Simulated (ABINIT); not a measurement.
# FeO (I4/mmm) in ABINIT: equation of state

How stiff is FeO in PBEsol, and what volume does it want? The cell is scaled to several volumes.

Everything below comes from runs of ABINIT 10.8.3 (patched build). Logs are shortened: lines on timing, memory, paths and dates and some standing lists are left out, and cuts for length are marked. The log counts tension as positive stress, the text compression.

**1. Starting point**

It takes space group I4/mmm (No. 139, tetragonal). Conventional cell: a = 3.204 Å, b = 3.204 Å, c = 4.167 Å, α = 90.00°, β = 90.00°, γ = 90.00°. Fe (site symmetry 4/mmm) is surrounded by 6 O at 2.08 to 2.27 Å. O (site symmetry 4/mmm) is surrounded by 6 Fe at 2.08 to 2.27 Å.

The cell comes from a database or a generator and needn't be the stable form of this composition.

**2. Equation of state, PBEsol, collinear spin, ferromagnetic start**

Input file run.abi:

```
# Datasets: one volume each
ndtset 7
scalecart1 3*0.9795861087
scalecart2 3*0.9864848297
scalecart3 3*0.9932883884
scalecart4 3*1.0000000000
scalecart5 3*1.0066227096
scalecart6 3*1.0131594038
scalecart7 3*1.0196128224

# Pseudopotentials
pp_dirpath "./"
pseudos "Fe.GGA_PBE-JTH.xml, O.GGA_PBE-JTH.xml"

# Structure
acell 3.0779853735 3.0779853735 3.0779853735 Angstrom
rprim
    -0.5205039071     0.5205039071     0.6768687948
     0.5205039071    -0.5205039071     0.6768687948
     0.5205039071     0.5205039071    -0.6768687948
ntypat 2
znucl 26 8
natom 2
typat 1 2
xred
     0.0000000000     0.0000000000     0.0000000000
     0.5000000000     0.5000000000     0.0000000000

# Plane-wave basis
ecut 26.0
pawecutdg 48.0
pawxcdev 0

# k points
kptopt 1
ngkpt 12 12 12
nshiftk 1
shiftk 0.0 0.0 0.0

# Exchange and correlation
ixc -116133

# Bands and occupations
nband 16
occopt 3
tsmear 0.05 eV

# Spin
nsppol 2
spinat
     0.0000000000     0.0000000000     3.0000000000
     0.0000000000     0.0000000000     0.0000000000

# SCF cycle
nstep 100
tolvrs 1.0e-9

# Output
iomode 3
prtwf 0
prtden 0
prteig 0
prtebands 0
enunit 1
```

Potentials or basis: JTH PAW PBE v2.0.

Run with:

```
mpirun --bind-to none -np 4 abinit run.abi > log 2>&1
```

run.abo:

```text
.Version 10.8.3 of ABINIT
 DATASET    1 : space group I4/m m m (#139); Bravais tI (body-center tetrag.)
================================================================================
 Values of the parameters that define the memory need for DATASET  1.
     intxc =       0    ionmov =       0      iscf =      17    lmnmax =      18
     lnmax =       6     mgfft =      30  mpssoang =       3    mqgrid =    3001
     natom =       2  nloc_mem =       2    nspden =       2   nspinor =       1
    nsppol =       2      nsym =      16    n1xccc =       1    ntypat =       2
    occopt =       3   xclevel =       2
       mpw =         881          nfft =       27000          nkpt =         163
Pmy_natom=         1
 PAW method is used; the additional fine FFT grid is defined by:
   mgfftf=        36    nfftf =     46656
================================================================================
================================================================================
[... 77 lines left out ...]
================================================================================
 Values of the parameters that define the memory need for DATASET  7.
     intxc =       0    ionmov =       0      iscf =      17    lmnmax =      18
     lnmax =       6     mgfft =      30  mpssoang =       3    mqgrid =    3001
     natom =       2  nloc_mem =       2    nspden =       2   nspinor =       1
    nsppol =       2      nsym =      16    n1xccc =       1    ntypat =       2
    occopt =       3   xclevel =       2
       mpw =         980          nfft =       27000          nkpt =         163
Pmy_natom=         1
 PAW method is used; the additional fine FFT grid is defined by:
   mgfftf=        40    nfftf =     64000
================================================================================
================================================================================

--------------------------------------------------------------------------------
------------- Echo of variables that govern the present computation ------------
--------------------------------------------------------------------------------
 -outvars: echo values of preprocessed input variables --------
            acell      5.8165493755E+00  5.8165493755E+00  5.8165493755E+00 Bohr
              amu      5.58470000E+01  1.59994000E+01
             ecut      2.60000000E+01 Hartree
           enunit           1
                       outvar_i_n : Printing only first  50 k-points.
              ixc     -116133
           jdtset        1    2    3    4    5    6    7
                       outvar_i_n : Printing only first  50 k-points.
         kptrlatt       12    0    0      0   12    0      0    0   12
          kptrlen1     6.83737316E+01
          kptrlen2     6.88552526E+01
          kptrlen3     6.93301315E+01
          kptrlen4     6.97985925E+01
          kptrlen5     7.02608483E+01
          kptrlen6     7.07171004E+01
          kptrlen7     7.11675399E+01
            natom           2
            nband          16
           ndtset           7
            ngfft          30      30      30
          ngfftdg1         36      36      36
          ngfftdg2         36      36      36
          ngfftdg3         40      40      40
          ngfftdg4         40      40      40
          ngfftdg5         40      40      40
          ngfftdg6         40      40      40
          ngfftdg7         40      40      40
             nkpt         163
           nspden           2
           nsppol           2
            nstep         100
             nsym          16
           ntypat           2
                       prtocc : prtvol=0, do not print more k-points.
                       1.000000  1.000000  1.000000  1.000000  1.000000  1.000000
                       1.000000  1.000000  1.000000  1.000000  1.000000  0.000000
                       0.000000  0.000000  0.000000  0.000000
                       1.000000  1.000000  1.000000  1.000000  1.000000  1.000000
                       1.000000  1.000000  1.000000  1.000000  1.000000  0.000000
                       0.000000  0.000000  0.000000  0.000000
                       1.000000  1.000000  1.000000  1.000000  1.000000  1.000000
                       1.000000  1.000000  1.000000  1.000000  1.000000  0.000000
                       0.000000  0.000000  0.000000  0.000000
                       1.000000  1.000000  1.000000  1.000000  1.000000  1.000000
                       1.000000  1.000000  1.000000  1.000000  1.000000  0.000000
                       0.000000  0.000000  0.000000  0.000000
                       1.000000  1.000000  1.000000  1.000000  1.000000  1.000000
[... 168 lines left out ...]
                       0.0000000000E+00  0.0000000000E+00  0.0000000000E+00
           tolvrs      1.00000000E-09
           tsmear      1.83746611E-03 Hartree
            typat      1  2
           useylm           1
                       outvars : Printing only first  50 k-points.
           xangst1     0.0000000000E+00  0.0000000000E+00  0.0000000000E+00
                      -3.2337696609E-17 -3.2337696609E-17  2.0408621072E+00
           xangst2     0.0000000000E+00  0.0000000000E+00  0.0000000000E+00
                      -8.7340173449E-18  5.0802594933E-17  2.0552348491E+00
           xangst3     0.0000000000E+00  0.0000000000E+00  0.0000000000E+00
                       2.3122757049E-17  2.3122757049E-17  2.0694093306E+00
           xangst4     0.0000000000E+00  0.0000000000E+00  0.0000000000E+00
                       3.7842365082E-17  3.7842365082E-17  2.0833922502E+00
           xangst5     0.0000000000E+00  0.0000000000E+00  0.0000000000E+00
                      -5.7706395590E-18  5.0184063936E-17  2.0971899520E+00
           xangst6     0.0000000000E+00  0.0000000000E+00  0.0000000000E+00
                      -1.0026322245E-18 -1.0026322245E-18  2.1108084501E+00
           xangst7     0.0000000000E+00  0.0000000000E+00  0.0000000000E+00
                      -1.8625001417E-17 -1.8625001417E-17  2.1242534524E+00
            xcart1     0.0000000000E+00  0.0000000000E+00  0.0000000000E+00
                      -6.1109390134E-17 -6.1109390134E-17  3.8566704434E+00
            xcart2     0.0000000000E+00  0.0000000000E+00  0.0000000000E+00
                      -1.6504900761E-17  9.6002990908E-17  3.8838309892E+00
            xcart3     0.0000000000E+00  0.0000000000E+00  0.0000000000E+00
                       4.3695678099E-17  4.3695678099E-17  3.9106168772E+00
            xcart4     0.0000000000E+00  0.0000000000E+00  0.0000000000E+00
                       7.1511705961E-17  7.1511705961E-17  3.9370407657E+00
            xcart5     0.0000000000E+00  0.0000000000E+00  0.0000000000E+00
                      -1.0904928338E-17  9.4834136724E-17  3.9631146433E+00
            xcart6     0.0000000000E+00  0.0000000000E+00  0.0000000000E+00
                      -1.8947003093E-18 -1.8947003093E-18  3.9888498749E+00
            xcart7     0.0000000000E+00  0.0000000000E+00  0.0000000000E+00
                      -3.5196151773E-17 -3.5196151773E-17  4.0142572470E+00
             xred      0.0000000000E+00  0.0000000000E+00  0.0000000000E+00
                       5.0000000000E-01  5.0000000000E-01 -2.0605156563E-17
            znucl       26.00000    8.00000

================================================================================

 chkinp: Checking input parameters for consistency, jdtset=   1.

 chkinp: Checking input parameters for consistency, jdtset=   2.
[... 42 lines left out ...]
 getcut: wavevector=  0.0000  0.0000  0.0000  ngfft=  36  36  36
         ecut(hartree)=     48.000   => boxcut(ratio)=   2.02662

--- Pseudopotential description ------------------------------------------------
- pspini: atom type   1  psp file is ./Fe.GGA_PBE-JTH.xml
 Pseudopotential format is: paw10
 basis_size (lnmax)=  6 (lmn_size= 18), orbitals=   0   0   1   1   2   2
 Spheres core radius: rc_sph= 2.11531574
 Shapefunction is SIN type: shapef(r)=[sin(pi*r/rshp)/(pi*r/rshp)]**2
 Radius for shape functions =  1.80687083
 Compensation charge density is not taken into account in XC energy/potential

- pspini: atom type   2  psp file is ./O.GGA_PBE-JTH.xml
 Pseudopotential format is: paw10
 basis_size (lnmax)=  4 (lmn_size=  8), orbitals=   0   0   1   1
 Spheres core radius: rc_sph= 1.41465230
 Shapefunction is SIN type: shapef(r)=[sin(pi*r/rshp)/(pi*r/rshp)]**2
 Radius for shape functions =  1.20231231
 Compensation charge density is not taken into account in XC energy/potential

   7.84782077E+02                                ecore*ucvol(ha*bohr**3)
--------------------------------------------------------------------------------

================================================================================

--- !BeginCycle
iteration_state: {dtset: 1, }
solver: {iscf: 17, nstep: 100, nline: 4, wfoptalg: 10, }
tolerances: {tolvrs: 1.00E-09, }
...
[... 1367 lines left out ...]
-Cartesian components of stress tensor (GPa)         [Pressure= -2.2855E+01 GPa]
- sigma(1 1)=  2.26997912E+01  sigma(3 2)=  0.00000000E+00
- sigma(2 2)=  2.26997912E+01  sigma(3 1)=  0.00000000E+00
- sigma(3 3)=  2.31643174E+01  sigma(2 1)=  0.00000000E+00

== END DATASET(S) ==============================================================
================================================================================

 -outvars: echo values of variables after computation  --------
            acell      5.8165493755E+00  5.8165493755E+00  5.8165493755E+00 Bohr
           etotal1    -1.4043743583E+02
           etotal2    -1.4043658759E+02
           etotal3    -1.4043542249E+02
           etotal4    -1.4043396994E+02
           etotal5    -1.4043226488E+02
           etotal6    -1.4043034010E+02
           etotal7    -1.4042822523E+02
            fcart1    -0.0000000000E+00 -0.0000000000E+00 -0.0000000000E+00
                      -0.0000000000E+00 -0.0000000000E+00 -0.0000000000E+00
            fcart2    -0.0000000000E+00 -0.0000000000E+00 -0.0000000000E+00
                      -0.0000000000E+00 -0.0000000000E+00 -0.0000000000E+00
            fcart3    -0.0000000000E+00 -0.0000000000E+00 -0.0000000000E+00
                      -0.0000000000E+00 -0.0000000000E+00 -0.0000000000E+00
            fcart4    -0.0000000000E+00 -0.0000000000E+00 -0.0000000000E+00
                      -0.0000000000E+00 -0.0000000000E+00 -0.0000000000E+00
            fcart5    -0.0000000000E+00 -0.0000000000E+00 -0.0000000000E+00
                      -0.0000000000E+00 -0.0000000000E+00 -0.0000000000E+00
[... 38 lines left out ...]
                       0.0000000000E+00  0.0000000000E+00  0.0000000000E+00
           xangst1     0.0000000000E+00  0.0000000000E+00  0.0000000000E+00
                      -3.2337696609E-17 -3.2337696609E-17  2.0408621072E+00
           xangst2     0.0000000000E+00  0.0000000000E+00  0.0000000000E+00
                      -8.7340173449E-18  5.0802594933E-17  2.0552348491E+00
           xangst3     0.0000000000E+00  0.0000000000E+00  0.0000000000E+00
                       2.3122757049E-17  2.3122757049E-17  2.0694093306E+00
           xangst4     0.0000000000E+00  0.0000000000E+00  0.0000000000E+00
                       3.7842365082E-17  3.7842365082E-17  2.0833922502E+00
           xangst5     0.0000000000E+00  0.0000000000E+00  0.0000000000E+00
                      -5.7706395590E-18  5.0184063936E-17  2.0971899520E+00
           xangst6     0.0000000000E+00  0.0000000000E+00  0.0000000000E+00
                      -1.0026322245E-18 -1.0026322245E-18  2.1108084501E+00
           xangst7     0.0000000000E+00  0.0000000000E+00  0.0000000000E+00
                      -1.8625001417E-17 -1.8625001417E-17  2.1242534524E+00
             xred      0.0000000000E+00  0.0000000000E+00  0.0000000000E+00
                       5.0000000000E-01  5.0000000000E-01 -2.0605156563E-17
 Calculation completed.
```

Run time: 9.5 min. Hardware: 4 MPI ranks of Arm Neoverse V1, shared host; peak memory 0.72 GiB.

What came out:

```
Equilibrium volume                        : 9.70 Å³/atom (rough: see the caveat)
Bulk modulus at fixed shape and positions : 208 GPa (rough)
```

Energy against volume, from the lowest point:
| volume (Å³/atom) | energy (meV/atom) |
| --- | --- |
| 10.053 | 0.00 |
| 10.267 | 11.54 |
| 10.481 | 27.39 |
| 10.695 | 47.16 |
| 10.909 | 70.35 |
| 11.123 | 96.54 |
| 11.337 | 125.32 |

Caveat: pressures at fixed basis lie under the slope of the energies; the minimum lies outside the volumes run; the cell was scaled at fixed shape and fractional positions, which overstates the stiffness of a crystal with free parameters, most of all of layers and chains; the PAW data sets were made with another functional, which shifts forces and pressure a little.
